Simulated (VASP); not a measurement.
# Li (Im-3m) in VASP: a series of runs, part 2 of 2

VASP 6.6.1.

## (3) Single point, LDA

INCAR reads:

```
SYSTEM = Li
PREC = Accurate ; ENCUT = 520
EDIFF = 1E-6 ; ISMEAR = 0
SIGMA = 0.05 ; LREAL = .FALSE.
LASPH = .TRUE. ; NELM = 60
ALGO = Fast ; ISIF = 2
LWAVE = .FALSE. ; LCHARG = .FALSE.
GGA = CA ; NBANDS = 8
```

KPOINTS reads:

```
regular mesh
0
G
  11 11 11
  0 0 0
```

POSCAR reads:

```
Li
1.0
   -1.7546500000      1.7546500000      1.7546500000
    1.7546500000     -1.7546500000      1.7546500000
    1.7546500000      1.7546500000     -1.7546500000
Li
1
Direct
    0.0000000000      0.0000000000      0.0000000000
```

Potentials or basis: VASP PAW LDA potentials, release 54 (Li_sv).

On the command line:

```sh
cat potpaw_LDA.54/Li_sv/POTCAR > POTCAR
mpirun -np 1 vasp_std > vasp.out
```

OUTCAR:

```text
SYSTEM = Li
   PREC = Accurate
   ENCUT = 520
   EDIFF = 1E-6
   ISMEAR = 0
   LREAL = .FALSE.
   LASPH = .TRUE.
   NELM = 60
   ISIF = 2
   GGA = CA

 ion  position               nearest neighbor table
   1  0.000  0.000  0.000-

  LATTYP: Found a body centered cubic cell.
 ALAT       =     3.5093000000

  Lattice vectors:

 A1 = (  -1.7546500000,   1.7546500000,   1.7546500000)
 A2 = (   1.7546500000,  -1.7546500000,   1.7546500000)
 A3 = (   1.7546500000,   1.7546500000,  -1.7546500000)

Analysis of symmetry for initial positions (statically):
=====================================================================
 Subroutine PRICEL returns:
 Original cell was already a primitive cell.

 Routine SETGRP: Setting up the symmetry group for a
 body centered cubic supercell.

 Subroutine GETGRP returns: Found 48 space group operations
 (whereof 48 operations were pure point group operations)
 out of a pool of 48 trial point group operations.

The static configuration has the point symmetry O_h .

Analysis of symmetry for dynamics (positions and initial velocities):
=====================================================================
 Subroutine PRICEL returns:
 Original cell was already a primitive cell.

 Routine SETGRP: Setting up the symmetry group for a
 body centered cubic supercell.

 Subroutine GETGRP returns: Found 48 space group operations
 (whereof 48 operations were pure point group operations)
 out of a pool of 48 trial point group operations.

The dynamic configuration has the point symmetry O_h .

 Subroutine INISYM returns: Found 48 space group operations
 (whereof 48 operations are pure point group operations),
 and found     1 'primitive' translations

----------------------------------------------------------------------------------------
[... 137 lines left out ...]
     AMIX_MAG =   1.60;   BMIX_MAG =  1.00
  volume/ion in A,a.u.               =      21.61       145.82
  Fermi-wavevector in a.u.,A,eV,Ry     =   0.847692  1.601906  9.776898  0.718582
  Thomas-Fermi vector in A             =   1.963238
   LORBIT       =      0    0 simple, 1 ext, 2 COOP (PROOUT), +10 PAW based schemes
   GGA     = CA    functional components
   LHFCALC =     F    Hartree Fock is set to
   AEXX    =    0.0000 exact exchange contribution
   IVDW    =     0    specifies the selected vdW correction
   LEPSILON=     F    determine dielectric tensor
   LRPA    =     F    only Hartree local field effects (RPA)
 non-spin polarized calculation
 RMM-DIIS sequential band-by-band and
 Gauss-broadening in eV      SIGMA  =   0.05
  energy-cutoff  :      520.00
  volume of cell :       21.61
 maximum number of plane-waves:       603
   NGX = 11   NGY = 11   NGZ = 11

 number of electron       2.9999991 magnetization

 Free energy of the ion-electron system (eV)
  ---------------------------------------------------
  ext. energy  EPLUGINS =         0.00000000
  ---------------------------------------------------
  free energy    TOTEN  =        -2.03412716 eV

  energy without entropy =       -2.03301015  energy(sigma->0) =       -2.03356865

 E-fermi :   0.4317     XC(G=0):  -6.9849

 val. band max:        0.4120347988   @ k =  -0.3636   0.4545   0.0909
 cond. band min:       0.4437061110   @ k =   0.4545   0.0000   0.0000
 fundamental gap:      0.0316713121
 Fermi energy:         0.4316988038

 k-point     1 :       0.0000    0.0000    0.0000
  band No.  band energies     occupation
      1     -45.3240      2.00000
      2      -2.9891      2.00000
      3      14.1236      0.00000
      4      14.1236      0.00000
      5      14.1236      0.00000
      6      19.0081      0.00000
      7      19.0081      0.00000
      8      19.0081      0.00000
[... 419 lines left out ...]
 k-point    40 :       0.2727    0.2727    0.1818
  band No.  band energies     occupation
      1     -45.3059      2.00000
      2       3.2020      0.00000
      3       3.2020      0.00000
      4       4.7231      0.00000
      5       8.4021      0.00000
      6      21.7365      0.00000
      7      22.9480      0.00000
      8      22.9480      0.00000

 [... further k-points ...]

------------------------ aborting loop because EDIFF is reached ----------------------------------------

  FORCE on cell =-STRESS in cart. coord.  units (eV):
  Direction    XX          YY          ZZ          XY          YZ          ZX
  --------------------------------------------------------------------------------------
  -------------------------------------------------------------------------------------
  Total       -0.2203938     -0.2203938     -0.2203938     -0.0000000     -0.0000000      0.0000000
  in kB      -16.3409930    -16.3409930    -16.3409930     -0.0000000     -0.0000000      0.0000000
  external PRESSURE =     -16.3409930 kB  Pullay stress =       0.0000000 kB

 VOLUME and BASIS-vectors are now :
 -----------------------------------------------------------------------------
  energy-cutoff  :      520.00
  volume of cell :       21.61
      direct lattice vectors                 reciprocal lattice vectors
    -1.754650000  1.754650000  1.754650000     0.000000000  0.284957114  0.284957114
     1.754650000 -1.754650000  1.754650000     0.284957114  0.000000000  0.284957114
     1.754650000  1.754650000 -1.754650000     0.284957114  0.284957114  0.000000000

 POSITION                                       TOTAL-FORCE (eV/Angst)
 -----------------------------------------------------------------------------------
      0.00000      0.00000      0.00000         0.000000      0.000000      0.000000
 -----------------------------------------------------------------------------------
    total drift:                               -0.000000      0.000000     -0.000000

  FREE ENERGIE OF THE ION-ELECTRON SYSTEM (eV)
  ---------------------------------------------------
  free  energy   TOTEN  =        -2.0341271567 eV

  energy  without entropy=       -2.0330101463  energy(sigma->0) =       -2.03356865
```

OSZICAR:

```text
N       E                     dE             d eps       ncg     rms          rms(c)
DAV:   1    -0.256464710915E+00   -0.25646E+00   -0.69853E+02   904   0.250E+02
DAV:   2    -0.198866035463E+01   -0.17322E+01   -0.17245E+01  1232   0.349E+01
DAV:   3    -0.203468672635E+01   -0.46026E-01   -0.45981E-01  1064   0.386E+00
DAV:   4    -0.203571978134E+01   -0.10331E-02   -0.10330E-02  1272   0.419E-01
DAV:   5    -0.203572256148E+01   -0.27801E-05   -0.27801E-05  1112   0.234E-02    0.251E-01
RMM:   6    -0.203465043917E+01    0.10721E-02   -0.13715E-04  1225   0.712E-02    0.149E-01
RMM:   7    -0.203409541392E+01    0.55503E-03   -0.64538E-04  1332   0.146E-01    0.240E-02
RMM:   8    -0.203411572968E+01   -0.20316E-04   -0.10783E-04  1364   0.678E-02    0.277E-03
RMM:   9    -0.203412317814E+01   -0.74485E-05   -0.45638E-05  1345   0.454E-02    0.417E-03
RMM:  10    -0.203412726335E+01   -0.40852E-05   -0.18888E-05  1281   0.315E-02    0.141E-02
RMM:  11    -0.203412715670E+01    0.10666E-06   -0.69737E-06  1080   0.197E-02
   1 F= -.20341272E+01 E0= -.20335687E+01  d E =-.111701E-02
```

stdout:

```text
POSCAR found type information on POSCAR Li
 POSCAR found :  1 types and       1 ions
 scaLAPACK will be used
 LDA part: xc-table for (Slater(with rela. corr.)+CA(PZ))
 , standard interpolation
 POSCAR, INCAR and KPOINTS ok, starting setup
 FFT: planning ... GRIDC
 FFT: planning ... GRID_SOFT
 FFT: planning ... GRID
 WAVECAR not read
 entering main loop
WARNING in EDDRMM: call to ZHEGV failed, returncode =   6  3      4
```

It took 4.6 s on 1 thread of Intel Xeon Platinum 8488C (Sapphire Rapids), shared host; peak memory 0.11 GiB.

Results:

```yaml
Free_energy: -2.0341 eV
Band_gap_on_the_k_mesh: none (metal or under the smearing width)
```

Caveat: the cutoff is under 1.25 times the usual one of these potentials, so pressure, stress and relaxed cells hold a basis-set (Pulay) error.

## (4) Single point, LDA

run.py reads:

```python
from ase.calculators.vasp import Vasp
from ase.dft.bandgap import bandgap
from ase.io import read

atoms = read('POSCAR')
calc = Vasp(
    directory='calc',
    xc='lda',
    pp='LDA',
    setups='recommended',
    pp_version='54',
    prec='Accurate',
    encut=520,
    ediff=1e-06,
    ismear=0,
    sigma=0.05,
    lreal=False,
    lasph=True,
    nelm=100,
    algo='Fast',
    isif=2,
    lwave=False,
    lcharg=False,
    kpts=[11, 11, 11],
    gamma=True,
    nbands=8,
)
atoms.calc = calc

print('energy (eV):', atoms.get_potential_energy())
print('free energy (eV):', atoms.get_potential_energy(force_consistent=True))
print('forces (eV/A):')
print(atoms.get_forces())
print('stress (eV/A^3, Voigt):', atoms.get_stress())
print('Fermi level (eV):', calc.get_fermi_level())
gap, top, bottom = bandgap(calc)
print('band gap (eV):', gap, 'from (spin, k, band)', top, 'to', bottom)
```

POSCAR is that of step 3.

On the command line:

```sh
python run.py
```

It took 9.2 s on 1 thread of Intel Xeon Platinum 8488C (Sapphire Rapids), shared host; peak memory 0.11 GiB.

Results (log left out):

- Free energy: -2.0341 eV
- Band gap on the k mesh: none (metal or under the smearing width)

Levels at points of the mesh, in eV from the Fermi level:
```csv
k point,band 1,band 2,band 3,band 4,band 5,band 6
"(0.00, 0.00, 0.00)",-45.76,-3.42,13.69,13.69,13.69,18.58
```

Caveat: the cutoff is under 1.25 times the usual one of these potentials, so pressure, stress and relaxed cells hold a basis-set (Pulay) error.
